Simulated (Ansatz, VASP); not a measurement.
## RbBr: VASP beside Ansatz

File INCAR:

```
ALGO     = Normal         # electronic algorithm
EDIFF    = 1E-6           # SCF threshold, eV
ENCUT    = 520            # plane-wave cutoff, eV
GGA      = PE             # functional
ISIF     = 2              # what is computed and relaxed
ISMEAR   = 0              # smearing method
ISYM     = 0            
LASPH    = T              # aspherical terms in the spheres
LCHARG   = F              # write CHGCAR
LREAL    = Auto         
LWAVE    = F              # write WAVECAR
NBANDS   = 78             # bands
NELM     = 100            # most SCF steps
PREC     = Accurate       # precision mode
SIGMA    = 0.1            # smearing width, eV
```

The input KPOINTS:

```
k-points
0
Gamma
  1 1 1
```

POSCAR

```
RbBr
1.0
    0.0000000000      8.2521546000      0.0000000000
    0.0000000000      0.0000000000      8.2521546000
    8.2521546000      0.0000000000      0.0000000000
Rb Br
8 8
Direct
    0.0000000000      0.0000000000      0.0000000000
    0.0000000000      0.5000000000      0.0000000000
    0.5000000000      0.0000000000      0.0000000000
    0.5000000000      0.5000000000      0.0000000000
    0.0000000000      0.0000000000      0.5000000000
    0.0000000000      0.5000000000      0.5000000000
    0.5000000000      0.0000000000      0.5000000000
    0.5000000000      0.5000000000      0.5000000000
    0.2500000000      0.2500000000      0.2500000000
    0.2500000000      0.7500000000      0.2500000000
    0.7500000000      0.2500000000      0.2500000000
    0.7500000000      0.7500000000      0.2500000000
    0.2500000000      0.2500000000      0.7500000000
    0.2500000000      0.7500000000      0.7500000000
    0.7500000000      0.2500000000      0.7500000000
    0.7500000000      0.7500000000      0.7500000000
```

Input for Ansatz:

```yaml
crystal:
  lattice:
    - [0.0, 8.2521546, 0.0]
    - [0.0, 0.0, 8.2521546]
    - [8.2521546, 0.0, 0.0]
  atoms:
    - { symbol: Rb, position: [0.0, 0.0, 0.0] }
    - { symbol: Rb, position: [0.0, 0.5, 0.0] }
    - { symbol: Rb, position: [0.5, 0.0, 0.0] }
    - { symbol: Rb, position: [0.5, 0.5, 0.0] }
    - { symbol: Rb, position: [0.0, 0.0, 0.5] }
    - { symbol: Rb, position: [0.0, 0.5, 0.5] }
    - { symbol: Rb, position: [0.5, 0.0, 0.5] }
    - { symbol: Rb, position: [0.5, 0.5, 0.5] }
    - { symbol: Br, position: [0.25, 0.25, 0.25] }
    - { symbol: Br, position: [0.25, 0.75, 0.25] }
    - { symbol: Br, position: [0.75, 0.25, 0.25] }
    - { symbol: Br, position: [0.75, 0.75, 0.25] }
    - { symbol: Br, position: [0.25, 0.25, 0.75] }
    - { symbol: Br, position: [0.25, 0.75, 0.75] }
    - { symbol: Br, position: [0.75, 0.25, 0.75] }
    - { symbol: Br, position: [0.75, 0.75, 0.75] }
  symmetry: { detect: false }
basis:
  ecutwfc: 420
kpoints:
  mp_grid: { grid: [1, 1, 1], shift: [0.0, 0.0, 0.0] }
hamiltonian:
  xc: pbe
scf:
  occupations: { method: gaussian, width: 0.1 }
output:
  forces: true
  stress: true
  eigenvalues: true
```

Alike in both runs: task single point; functional PBE; k mesh 1 × 1 × 1; occupations gaussian, width 0.1 eV; no spin polarisation.

|  | VASP | Ansatz |
| --- | --- | --- |
| version | VASP 6.6.1 | Ansatz 0.2.0 |
| potentials or method | VASP PAW PBE potentials, release 64 (Rb_sv, Br) | scalar-relativistic, plane waves, PAW |
| plane-wave cutoff (eV) | 520 | 420 |
| valence electrons in the cell | 128 | 128 |

```csv
,VASP,Ansatz,Ansatz less VASP
gap on the k mesh at the Fermi level (eV),3.99,4.00,+0.001
least direct gap on the mesh (eV),3.99,4.00,+0.001
pressure (GPa),1.9,1.9,+0.01
```

Caveats: the k mesh is coarse (spacing up to 0.76 Å⁻¹), so the values aren't converged; an odd mesh through Γ misses points on the zone boundary, where band edges often lie.
